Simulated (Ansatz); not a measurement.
Crystal: Ti.

```xyz
1
Lattice="0.0000 2.0300 2.0300 2.0300 0.0000 2.0300 2.0300 2.0300 0.0000" Properties=species:S:1:pos:R:3 pbc="T T T"
Ti    0.0000    0.0000    0.0000
```

This isn't the form of Ti at room conditions, which is hcp.

```yaml
Program: Ansatz 0.2.0
Task: relaxation of cell and atoms
Functional: PBE
Dispersion: D4
Potentials_or_basis: Ansatz PAW
Cutoff: "420 eV (not typed: the program's choice for these potentials)"
k_mesh: 11 × 11 × 11
Occupations: fermi-dirac, width 0.05 eV
Spin: no spin polarisation
```

At the start: volume 16.73 Å³/atom.

Task: How do energy, volume and symmetry change on relaxing?

Result: It ends after 4 steps and the volume is 17.07 Å³/atom (+2.0 %); space group Fm-3m (No. 225, to 0.05 Å).

The path:
```csv
step,energy change (eV),largest force (eV/Å),volume (Å³)
1,0.0000,0.0000,16.73
2,-0.0010,0.0000,17.30
3,-0.0022,0.0000,17.07
4,-0.0022,0.0000,17.07
```

Final structure:
```yaml
crystal:
  lattice:
    - [0.00000, 2.04348, 2.04348]
    - [2.04348, 0.00000, 2.04348]
    - [2.04348, 2.04348, 0.00000]
  atoms:
    - { symbol: Ti, position: [0.00000, 0.00000, 0.00000] }
```

Caveat: the plane-wave basis is chosen anew once the cell has moved, so the energies of steps on either side of that aren't comparable; pairwise dispersion overbinds metals, which lowers pressure and volume.
